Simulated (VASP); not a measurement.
# Ta (Im-3m) in VASP: a series of runs, part 2 of 2

VASP 6.6.1.

## Step 3: Relaxation of cell and atoms, PBEsol

This run uses another cell than the first one, of 17.70 Å³/atom, 0.983 times its volume.

File INCAR:

```
SYSTEM = Ta
  PREC = Accurate
  ENCUT = 600
  EDIFF = 1E-7
  ISMEAR = 1
  SIGMA = 0.1
  LREAL = .False.
  LASPH = .True.
  NELM = 80
  ALGO = Normal
  ISIF = 3
  LWAVE = .False.
  LCHARG = .False.
  GGA = PS
  IBRION = 2
  NSW = 90
  EDIFFG = -0.005
```

File KPOINTS:

```
Automatic mesh
0
Gamma
  16 16 16
  0 0 0
```

File POSCAR:

```
Ta                                      
1.0
   -1.6416853682      1.6416853682      1.6416853682
    1.6416853682     -1.6416853682      1.6416853682
    1.6416853682      1.6416853682     -1.6416853682
  Ta            
     1
Direct
     0.0000000000000000    0.0000000000000000    0.0000000000000000
```

Potentials or basis: VASP PAW PBE potentials, release 64 (Ta_pv).

Command:

```bash
$ cat potpaw_PBE.64/Ta_pv/POTCAR > POTCAR
$ mpirun -np 1 vasp_std > vasp.out
```

OUTCAR:

```text
SYSTEM = Ta
   PREC = Accurate
   ENCUT = 600
   EDIFF = 1E-7
   ISMEAR = 1
   LREAL = .False.
   LASPH = .True.
   NELM = 80
   ISIF = 3
   GGA = PS
   IBRION = 2
   NSW = 90
   EDIFFG = -0.005

 ion  position               nearest neighbor table
   1  0.000  0.000  0.000-

  LATTYP: Found a body centered cubic cell.
 ALAT       =     3.2833707364

  Lattice vectors:

 A1 = (  -1.6416853682,   1.6416853682,   1.6416853682)
 A2 = (   1.6416853682,  -1.6416853682,   1.6416853682)
 A3 = (   1.6416853682,   1.6416853682,  -1.6416853682)

Analysis of symmetry for initial positions (statically):
=====================================================================
 Subroutine PRICEL returns:
 Original cell was already a primitive cell.

 Routine SETGRP: Setting up the symmetry group for a
 body centered cubic supercell.

 Subroutine GETGRP returns: Found 48 space group operations
 (whereof 48 operations were pure point group operations)
 out of a pool of 48 trial point group operations.

The static configuration has the point symmetry O_h .

Analysis of symmetry for dynamics (positions and initial velocities):
=====================================================================
 Subroutine PRICEL returns:
 Original cell was already a primitive cell.

 Routine SETGRP: Setting up the symmetry group for a
 body centered cubic supercell.

 Subroutine GETGRP returns: Found 48 space group operations
 (whereof 48 operations were pure point group operations)
 out of a pool of 48 trial point group operations.

The dynamic configuration has the point symmetry O_h .

 Subroutine INISYM returns: Found 48 space group operations
 (whereof 48 operations are pure point group operations),
 and found     1 'primitive' translations

----------------------------------------------------------------------------------------

                                     Primitive cell

  volume of cell :      17.6982

  direct lattice vectors                    reciprocal lattice vectors
    -1.641685368  1.641685368  1.641685368     0.000000000  0.304565058  0.304565058
     1.641685368 -1.641685368  1.641685368     0.304565058  0.000000000  0.304565058
     1.641685368  1.641685368 -1.641685368     0.304565058  0.304565058  0.000000000

  length of vectors
     2.843482468  2.843482468  2.843482468     0.430720036  0.430720036  0.430720036

  position of ions in fractional coordinates (direct lattice)
     0.000000000  0.000000000  0.000000000

  ion indices of the primitive-cell ions
   primitive index   ion index
                 1           1

----------------------------------------------------------------------------------------

 KPOINTS: Automatic mesh

Automatic generation of k-mesh.
 Grid dimensions read from file:
 generate k-points for:   16   16   16

 Generating k-lattice:

  Cartesian coordinates                     Fractional coordinates (reciprocal lattice)
     0.000000000  0.019035316  0.019035316     0.062500000  0.000000000  0.000000000
     0.019035316  0.000000000  0.019035316     0.000000000  0.062500000  0.000000000
     0.019035316  0.019035316  0.000000000     0.000000000  0.000000000  0.062500000

  Length of vectors
     0.026920002  0.026920002  0.026920002

  Shift w.r.t. Gamma in fractional coordinates (k-lattice)
     0.000000000  0.000000000  0.000000000

 Subroutine IBZKPT returns following result:
 ===========================================

 Found    145 irreducible k-points:

 Following reciprocal coordinates:
            Coordinates               Weight
  0.000000  0.000000  0.000000      1.000000
  0.062500  0.000000  0.000000     12.000000
  0.125000  0.000000  0.000000     12.000000
  0.187500  0.000000  0.000000     12.000000
  0.250000  0.000000  0.000000     12.000000
  0.312500  0.000000  0.000000     12.000000
[... 16 lines left out ...]
  0.187500  0.187500  0.000000     24.000000
  0.250000  0.187500 -0.000000     48.000000
 [... further k-points ...]
   k-points           NKPTS =    145   k-points in BZ     NKDIM =    145   number of bands    NBANDS=      9
   number of dos      NEDOS =    301   number of ions     NIONS =      1
   total plane-waves  NPLWV =  13824
   dimension x,y,z NGX =    24 NGY =   24 NGZ =   24
   dimension x,y,z NGXF=    48 NGYF=   48 NGZF=   48
   ions per type =               1
   NGX,Y,Z   is equivalent  to a cutoff of  14.03, 14.03, 14.03 a.u.
   NGXF,Y,Z  is equivalent  to a cutoff of  28.06, 28.06, 28.06 a.u.
 SYSTEM =  Ta
   PREC   = accura    normal or accurate (medium, high low for compatibility)
   ISTART =      0    job   : 0-new  1-cont  2-samecut
   ICHARG =      2    charge: 1-file 2-atom 10-const
   ISPIN  =      1    spin polarized calculation?
   LNONCOLLINEAR =      F non collinear calculations
   LSORBIT =      F    spin-orbit coupling
   LASPH  =      T    aspherical Exc in radial PAW
   ENCUT  =  600.0 eV  44.10 Ry    6.64 a.u.   5.68  5.68  5.68*2*pi/ulx,y,z
   NELM   =     80;   NELMIN=  2; NELMDL= -5     # of ELM steps
   EDIFF  = 0.1E-06   stopping-criterion for ELM
   LREAL  =      F    real-space projection
   EDIFFG = -.5E-02   stopping-criterion for IOM
   NSW    =     90    number of steps for IOM
   IBRION =      2    ionic relax: 0-MD 1-quasi-New 2-CG
   NFREE  =      1    steps in history (QN), initial steepest desc. (CG)
   ISIF   =      3    stress and relaxation
   ISYM   =      2    0-nonsym 1-usesym 2-fastsym
   POTIM  = 0.5000    time-step for ionic-motion
   TEBEG  =    0.0;   TEEND  =   0.0 temperature during run
   PSTRESS=    0.0 pullay stress
   NELECT =      11.0000    total number of electrons
   NUPDOWN=      -1.0000    fix difference up-down
   EMIN   =  10.00;   EMAX   =-10.00  energy-range for DOS
   EFERMI =   0.00;   METHOD = LEGACY
   ISMEAR =     1;   SIGMA  =   0.10  broadening in eV -4-tet -1-fermi 0-gaus
   EFERMI_NEDOS =   21; number of points for ismear=-14 and -15
   IALGO  =     38    algorithm
   IMIX   =      4    mixing-type and parameters
     AMIX     =   0.40;   BMIX     =  1.00
     AMIX_MAG =   1.60;   BMIX_MAG =  1.00
  volume/ion in A,a.u.               =      17.70       119.43
  Fermi-wavevector in a.u.,A,eV,Ry     =   1.397105  2.640146 26.557255  1.951903
  Thomas-Fermi vector in A             =   2.520394
   LORBIT       =      0    0 simple, 1 ext, 2 COOP (PROOUT), +10 PAW based schemes
   GGA     = PS    functional components
   LHFCALC =     F    Hartree Fock is set to
   AEXX    =    0.0000 exact exchange contribution
   IVDW    =     0    specifies the selected vdW correction
   LEPSILON=     F    determine dielectric tensor
   LRPA    =     F    only Hartree local field effects (RPA)
 conjugate gradient relaxation of ions
 non-spin polarized calculation
 Methfessel and Paxton  Order N= 1 SIGMA  =   0.10
  energy-cutoff  :      600.00
  volume of cell :       17.70
 maximum number of plane-waves:       610
   NGX = 11   NGY = 11   NGZ = 11

 number of electron      11.0000002 magnetization

 Free energy of the ion-electron system (eV)
  ---------------------------------------------------
  ext. energy  EPLUGINS =         0.00000000
  ---------------------------------------------------
  free energy    TOTEN  =       -12.54683032 eV

  energy without entropy =      -12.54604954  energy(sigma->0) =      -12.54657006

 E-fermi :   5.4355     XC(G=0): -12.8191

 val. band max:        5.4302068008   @ k =   0.3125   0.1250   0.0625
 cond. band min:       5.4431939600   @ k =  -0.3125   0.4375   0.1250
 fundamental gap:      0.0129871592
 Fermi energy:         5.4355091521

 k-point     1 :       0.0000    0.0000    0.0000
  band No.  band energies     occupation
      1     -27.4970      2.00000
      2     -27.4970      2.00000
      3     -27.4970      2.00000
      4      -2.5333      2.00000
      5       6.1796     -0.00000
      6       6.1796     -0.00000
      7       6.1796     -0.00000
      8       9.5135      0.00000
      9       9.5135      0.00000
[... 265 lines left out ...]
 k-point    24 :       0.2500    0.1875   -0.0000
  band No.  band energies     occupation
      1     -28.4819      2.00000
      2     -27.9047      2.00000
      3     -27.6054      2.00000
      4       1.7300      2.00000
      5       4.1622      2.00000
      6       4.8484      2.00000
      7       8.8513      0.00000
      8      10.3921      0.00000
      9      12.3512      0.00000

 [... further k-points ...]

------------------------ aborting loop because EDIFF is reached ----------------------------------------

  FORCE on cell =-STRESS in cart. coord.  units (eV):
  Direction    XX          YY          ZZ          XY          YZ          ZX
  --------------------------------------------------------------------------------------
  -------------------------------------------------------------------------------------
  Total       -0.0042851     -0.0042851     -0.0042851      0.0000000     -0.0000000      0.0000000
  in kB       -0.3879184     -0.3879184     -0.3879184      0.0000000     -0.0000000      0.0000000
  external PRESSURE =      -0.3879184 kB  Pullay stress =       0.0000000 kB

 VOLUME and BASIS-vectors are now :
 -----------------------------------------------------------------------------
  energy-cutoff  :      600.00
  volume of cell :       17.70
      direct lattice vectors                 reciprocal lattice vectors
    -1.641685368  1.641685368  1.641685368     0.000000000  0.304565058  0.304565058
     1.641685368 -1.641685368  1.641685368     0.304565058  0.000000000  0.304565058
     1.641685368  1.641685368 -1.641685368     0.304565058  0.304565058  0.000000000

 POSITION                                       TOTAL-FORCE (eV/Angst)
 -----------------------------------------------------------------------------------
      0.00000      0.00000      0.00000        -0.000000      0.000000     -0.000000
 -----------------------------------------------------------------------------------
    total drift:                                0.000000      0.000000     -0.000000

  FREE ENERGIE OF THE ION-ELECTRON SYSTEM (eV)
  ---------------------------------------------------
  free  energy   TOTEN  =       -12.5468303188 eV

  energy  without entropy=      -12.5460495435  energy(sigma->0) =      -12.54657006

 reached required accuracy - stopping structural energy minimisation
```

OSZICAR:

```text
N       E                     dE             d eps       ncg     rms          rms(c)
DAV:   1     0.517452914290E+02    0.51745E+02   -0.71203E+03  2610   0.131E+03
DAV:   2    -0.123457481234E+02   -0.64091E+02   -0.63294E+02  3288   0.264E+02
DAV:   3    -0.130462776688E+02   -0.70053E+00   -0.68113E+00  3053   0.277E+01
DAV:   4    -0.130505360247E+02   -0.42584E-02   -0.41171E-02  3023   0.178E+00
DAV:   5    -0.130505548107E+02   -0.18786E-04   -0.18785E-04  2972   0.112E-01    0.141E+01
DAV:   6    -0.126654418020E+02    0.38511E+00   -0.41857E-01  2708   0.778E+00    0.688E+00
DAV:   7    -0.125486589476E+02    0.11678E+00   -0.33254E-01  2743   0.655E+00    0.385E-01
DAV:   8    -0.125468550740E+02    0.18039E-02   -0.43065E-03  2823   0.853E-01    0.801E-02
DAV:   9    -0.125468326392E+02    0.22435E-04   -0.96298E-05  2798   0.126E-01    0.269E-02
DAV:  10    -0.125468303797E+02    0.22595E-05   -0.37166E-06  3094   0.270E-02    0.424E-03
DAV:  11    -0.125468303188E+02    0.60864E-07   -0.18411E-07  2569   0.574E-03
   1 F= -.12546830E+02 E0= -.12546570E+02  d E =-.125468E+02
```

Wall time 15 s (1 thread of Intel Xeon Platinum 8259CL at 2.50GHz (Skylake/Cascade Lake), shared host); peak memory 0.16 GiB.

Results:

| Quantity | Value |
| --- | --- |
| Free energy | -12.5468 eV |
| Pressure after relaxing | 0.0 GPa |
| Band gap on the k mesh | none (metal or under the smearing width) |

Final structure:
```
Ta
1.0
    -1.64169    1.64169    1.64169
     1.64169   -1.64169    1.64169
     1.64169    1.64169   -1.64169
Ta
1
Direct
  0.00000 0.00000 0.00000
```

Levels at points of the mesh, in eV from the Fermi level:
```tsv
k point	band 2	band 3	band 4	band 5	band 6	band 7	band 8	band 9
(0.00, 0.00, 0.00)	-32.93	-32.93	-7.97	0.74	0.74	0.74	4.08	4.08
(0.50, 0.00, 0.00)	-33.34	-32.94	-4.44	-1.58	1.72	3.97	5.02	8.00
(0.50, 0.50, 0.50)	-33.80	-33.80	-3.89	-3.89	7.01	7.01	7.01	8.85
```

Caveat: the relaxation stopped at its first step, so nothing moved; the PAW data sets were made with another functional, which shifts forces and pressure a little. The run has no spin-orbit coupling, so splittings on Ta are missing.
